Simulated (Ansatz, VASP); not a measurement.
Sc: VASP beside Ansatz

```
CELL_PARAMETERS angstrom
0.00000 2.35466 2.35466
2.35466 0.00000 2.35466
2.35466 2.35466 0.00000
ATOMIC_POSITIONS crystal
Sc 0.00000 0.00000 0.00000
```

Change from the starting cell: volume scaled by 1.06.

Alike in both runs: task single point; functional PBE; k mesh 13 × 13 × 13; occupations fermi-dirac, width 0.03 eV; no spin polarisation.

```csv
,VASP,Ansatz
version,VASP 6.6.1,Ansatz 0.2.0
potentials or method,"VASP PAW PBE potentials, release 64 (Sc_sv), cutoff 520 eV","all-electron LAPW, scalar-relativistic"
```

|  | VASP | Ansatz | Ansatz less VASP |
| --- | --- | --- | --- |
| pressure (GPa) | -2.7 | -2.7 | -0.01 |

Ansatz ran all-electron here, so the differences hold the error of VASP's frozen core and of both bases.
